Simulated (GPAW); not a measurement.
## Collinear magnetic orders of free-standing square Co monolayer, spacing 3.0 A with GPAW

Does free-standing square Co monolayer, spacing 3.0 A prefer parallel or opposed moments, or none?

Program: GPAW 26.7.0. Level of theory: PBE; plane waves with GPAW's PAW setups, scalar-relativistic. Results are calculated unless marked as measured.

## 1. The structure

The cell holds 1 atom: 1 Co. Cell: a = 3.000 Å, b = 3.000 Å, c = 14.000 Å, α = 90.0°, β = 90.0°, γ = 90.0°. model lattice. Vacuum lies along c.

Coordinates:

```
Co
1.0
     3.00000    0.00000    0.00000
     0.00000    3.00000    0.00000
     0.00000    0.00000   14.00000
Co
1
Direct
  0.00000 0.00000 0.50000
```

## 2. Start 1: ferro +

Parallel moments need no larger cell; this start tests for a ferromagnetic state only.

Input file order1.py:

```python
import json
import numpy as np
from ase import Atoms
from ase.parallel import paropen, parprint
from gpaw import GPAW

atoms = Atoms(['Co'],
    cell=[[3.0, 0.0, 0.0],
         [0.0, 3.0, 0.0],
         [0.0, 0.0, 14.0]],
    scaled_positions=[[0.0, 0.0, 0.5]],
    pbc=True,
    magmoms=[2.0])
atoms.calc = GPAW(mode={'name': 'pw', 'ecut': 550},
    xc='PBE',
    kpts={'size': (10, 10, 1), 'gamma': True},
    occupations={'name': 'fermi-dirac', 'width': 0.05},
    convergence={'density': 1e-05, 'energy': 1e-05},
    maxiter=200,
    txt='order1.txt')
e = atoms.get_potential_energy(force_consistent=True)
res = {'free_energy': e, 'energy_sigma0': atoms.get_potential_energy(), 'fermi_energy': atoms.calc.get_fermi_level()}
res['moments'] = atoms.get_magnetic_moments().tolist()
res['total'] = atoms.get_magnetic_moment()
parprint('site moments (muB):', np.round(res['moments'], 3))
parprint(f"total moment: {res['total']:.3f} muB")
parprint(f'free energy: {e:.6f} eV')
atoms.calc.write('order1.gpw')
with paropen('results.json', 'w') as f:
    json.dump(res, f)
```

On the command line:

```sh
$ OMP_NUM_THREADS=1 python3 order1.py > order1.log
```

Output:

```text
site moments (muB): [2.091]
total moment: 2.229 muB
free energy: -5.074533 eV

--- order1.txt ---
Input parameters:
  mode=PW(ecut=550),
  convergence={'density': 1e-05, 'energy': 1e-05},
  kpts=MonkhorstPack(size=(10, 10, 1), gamma=True),
  maxiter=200,
  occupations=Occupations(name='fermi-dirac', width=0.05),
  xc=XC(name='PBE')

Diagonalizing LCAO Hamiltonian
Converting LCAO to pw mode
   .------.
  /|      |
 * |      |
 | |      |
 | |      |
 | |      |
 | |      |
 | |      |
 | |      |
 | |      |
 Co|      |
 | |      |
 | |      |
 | |      |
 | |      |
 | |      |
 | |      |
 | .------.
 |/      /
 *------*

Atoms  # Å, Bohr magnetons
|   | symbol |        x |        y |        z |    initial magnetic moments |
|---|--------|----------|----------|----------|-----------------------------|
| 0 |     Co | 0.000000 | 0.000000 | 7.000000 | ( 0.0000,  0.0000,  2.0000) |

Unit cell  # Å
| periodic |        x |        y |         z |   lengths |    angles |
|----------|----------|----------|-----------|-----------|-----------|
|      yes | 3.000000 | 0.000000 |  0.000000 |  3.000000 | 90.000000 |
|      yes | 0.000000 | 3.000000 |  0.000000 |  3.000000 | 90.000000 |
|      yes | 0.000000 | 0.000000 | 14.000000 | 14.000000 | 90.000000 |

Number of symmetries: 16

BZ-sampling:
  Number of BZ points: 100
  Number of IBZ points: 21

  Monkhorst-Pack size: [10, 10, 1]
  Monkhorst-Pack shift: [0.05, 0.05, 0.0]

K-points  # in reciprocal-cell coordinates
|     |                                coordinates |     weight |
|-----|--------------------------------------------|------------|
|   0 | (  0.00000000,   0.00000000,   0.00000000) | 0.01000000 |
|   1 | (  0.10000000,   0.00000000,   0.00000000) | 0.04000000 |
|   2 | (  0.10000000,   0.10000000,   0.00000000) | 0.04000000 |
|   3 | (  0.20000000,   0.00000000,   0.00000000) | 0.04000000 |
|   4 | (  0.20000000,   0.10000000,   0.00000000) | 0.08000000 |
|   5 | (  0.20000000,   0.20000000,   0.00000000) | 0.04000000 |
|   6 | (  0.30000000,   0.00000000,   0.00000000) | 0.04000000 |
|   7 | (  0.30000000,   0.10000000,   0.00000000) | 0.08000000 |
|   8 | (  0.30000000,   0.20000000,   0.00000000) | 0.08000000 |
|   9 | (  0.30000000,   0.30000000,   0.00000000) | 0.04000000 |
| ... |                                            |            |
|  20 | (  0.50000000,   0.50000000,   0.00000000) | 0.01000000 |

Plane wave coefficients: 3716
Cutoff: 550.0 eV

Spin-components: 2 (collinear spins)
Bands:           9
Projectors:      6
Spin-degeneracy: 1
Datatype:        complex128

Parallelization:
  kpt:    1
  domain: 1
  band:   1

Density:
  Valence electrons: 9.0
  Components: 2
  Grid points: [18 18 80]
  Charge: 0.0  # |e|

Potential:
  Grid points: [18 18 80]

species:
  Co:
    name:    Cobalt
    Z:       27.0
    valence: 9
    core:    18
    charge:  0.0  # [|e|]
    compensation charges:
      type: gauss
      rc: 0.32  # [Å]
      lmax: 2
    cutoffs:
      filter: 1.87  # [Å]
      core: 2.55  # [Å]
    projectors
    | kind |    occ | energy [eV] | rcut [Å] |
    |------|--------|-------------|----------|
    |   4s |  2.000 |      -5.469 |    1.005 |
    |   4p |  0.000 |      -1.277 |    1.058 |
    |   3d |  7.000 |      -8.205 |    1.005 |
    |    s |        |      21.742 |    1.005 |
    |    p |        |      25.934 |    1.058 |
    |    d |        |      19.007 |    1.005 |

    Using partial waves for Co as LCAO basis

Reference energy: -37902.709906  # eV

eigensolver:
  PPCG
  Converge bands: occupied
  niter=2

density mixing:
  MSR1-Mixer
  Pratt-step length: 0.05
  Maximum mixing coefficient: 0.75
  Old densities: 10
  SVD Regularization: 0.005
  Good broyden scale: 1.0
  Trust region scale: 1.0
  Backstep threshold: 4.0
  History deletion threshold: 6.0
  Fourier metric: weight=20.0, sigma=0.015

occupation numbers:
  Fermi-Dirac:
    width: 0.0500  # eV

poisson solver:
  ecut: 4400.0  # eV

xc functional:
  name: PBE with 2 nearest neighbor stencil

convergence criteria:
- Maximum integral of absolute [dens]ity change: 1e-05 electrons / valence electron
- Maximum [total energy] change in last 3 cyles: 1e-05 eV / valence electron
- Maximum integral of absolute [eigenst]ate change: 4e-08 eV^2 / valence electron
maximum number of iterations: 200

SCF iterations
|iter     |      energy | eigst |  dens |  magmom |
|---------|-------------|-------|-------|---------|
|iter:   1|       0s |   -5.614827 | -0.42 |       |  +2.0032|
|iter:   2|       2s |   -5.198520 | -1.28 | -0.68 |  +1.9903|
|iter:   3|       4s |   -4.866603 | -0.88 | -0.86 |  +1.9979|
|iter:   4|       6s |   -4.881719 | -3.02 | -1.22 |  +2.0490|
|iter:   5|       8s |   -4.913142 | -2.48 | -1.30 |  +2.1597|
|iter:   6|      10s |   -4.944120 | -2.53 | -1.54 |  +2.2416|
|iter:   7|      11s |   -5.008867 | -2.22 | -1.74 |  +2.2471|
|iter:   8|      13s |   -5.046724 | -2.70 | -1.62 |  +2.2303|
|iter:   9|      15s |   -5.060336 | -2.64 | -1.79 |  +2.2302|
|iter:  10|      17s |   -5.060638 | -3.97 | -2.45 |  +2.2314|
|iter:  11|      19s |   -5.060695 | -5.19 | -3.07 |  +2.2299|
|iter:  12|      21s |   -5.060764 | -5.33 | -3.49 |  +2.2295|
|iter:  13|      23s |   -5.060754c| -6.02 | -3.18 |  +2.2295|
|iter:  14|      25s |   -5.060729c| -6.07 | -3.49 |  +2.2295|
|iter:  15|      27s |   -5.060735c| -7.53c| -4.03 |  +2.2294|
|iter:  16|      28s |   -5.060738c| -7.63c| -4.43 |  +2.2294|
|iter:  17|      29s |   -5.060739c| -8.31c| -5.19c|  +2.2295|

Converged in 17 steps
Energy contributions relative to reference atoms: (reference = -37902.709906)

Energy contributions:
  Kinetic:          11.353198
  Coulomb:          -9.198249
  Zero:             -0.104797
  External:          0.000000
  Xc:               -7.097098
  Entropy:          -0.027587
  Spinorbit:         0.000000
  ----------------------------
  Free energy:      -5.074533
  Extrapolated:     -5.060739

dipole moment: (-7.963554, -7.963554, -0.000006)  # |e|*Ang

Total magnetic moment: (0.000000, 0.000000, 2.229450)

Local magnetic moments
|        x |        y |        z |
|----------|----------|----------|
| 0.000000 | 0.000000 | 2.091135 |  # Co   0

Fermi level: -2.892
Eigenvalues  # (at kpt = [0.000, 0.000, 0.000])
| band index |      eig [eV] | occ [0-1] |      eig [eV] | occ [0-1] |
|------------|---------------|-----------|---------------|-----------|
|          0 |        -6.722 |     1.000 |        -6.283 |     1.000 |
|          1 |        -5.503 |     1.000 |        -3.786 |     1.000 |
|          2 |        -5.407 |     1.000 |        -2.902 |     0.548 |
|          3 |        -4.809 |     1.000 |        -2.902 |     0.548 |
|          4 |        -4.344 |     1.000 |        -2.463 |     0.000 |
|          5 |        -4.344 |     1.000 |        -1.892 |     0.000 |
|          6 |        -1.659 |     0.000 |        -1.454 |     0.000 |
|          7 |         1.012 |     0.000 |         1.097 |     0.000 |
|          8 |         2.225 |     0.000 |         2.263 |     0.000 |

No gap
No difference between direct/indirect transitions
```

Run time: 32 s. Hardware: 1 MPI rank of Arm Neoverse V2, shared host; peak memory 0.22 GiB.

Read from the output:

| Property | Result |
| --- | --- |
| magnetization | 2.229 μB |
| final state | ferromagnetic |
| largest moment | 2.091 μB |

After 17 cycles the largest moment stands at 2.09 μB.

[end of part 1 of 2]

[Logs and program files are shortened in this print: banners, set-up blocks, solver, clock and traceback lines can be left out without a mark of their own.]

[Logs are printed without paths, hosts, clocks, repeated set-up lines and the standing remarks that a program may print on its own settings, such as how far it seeks lower states.]

[Hosts, paths, dates, database ids (printed as entryN), source tags and the programs' standing remarks are cut or masked in the printed files.]

[Where a cell is said to come from a database of computed structures, the database is the Materials Project.]
